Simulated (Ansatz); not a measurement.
Wires are cut from relaxed bulk ZnO (P6_3mc, 12.33 Å³/atom, gap on the mesh 0.74 eV); atoms and period are relaxed, and energies count from that bulk. Caps count from half an H2 molecule.

The calculation used DFT PBE, scalar-relativistic, plane waves, PAW in Ansatz 0.2.0.

Cutoff 420 eV, Gaussian smearing of 0.05 eV, energies at zero smearing, symmetry of each start kept, no spin polarisation.

```json
{"start": "[001] wire, 8 host atoms a period with H caps", "atoms": "20", "k mesh": "1×1×6", "excess energy (eV per host atom)": "0.662", "line energy (eV/Å)": "1.035", "period (Å)": "5.120", "gap on the mesh (eV)": "2.70", "highest filled level or Fermi level under vacuum (eV)": "5.98"}
{"start": "[001] wire, 12 host atoms a period with H caps", "atoms": "28", "k mesh": "1×1×6", "excess energy (eV per host atom)": "0.321", "line energy (eV/Å)": "0.734", "period (Å)": "5.255", "gap on the mesh (eV)": "3.41", "highest filled level or Fermi level under vacuum (eV)": "6.21"}
```

Each run keeps its start's symmetry and one magnetic start, so lower states can exist.

Cost: 2 runs of about 64 core-minutes in all, on Arm Neoverse V1 (shared hosts).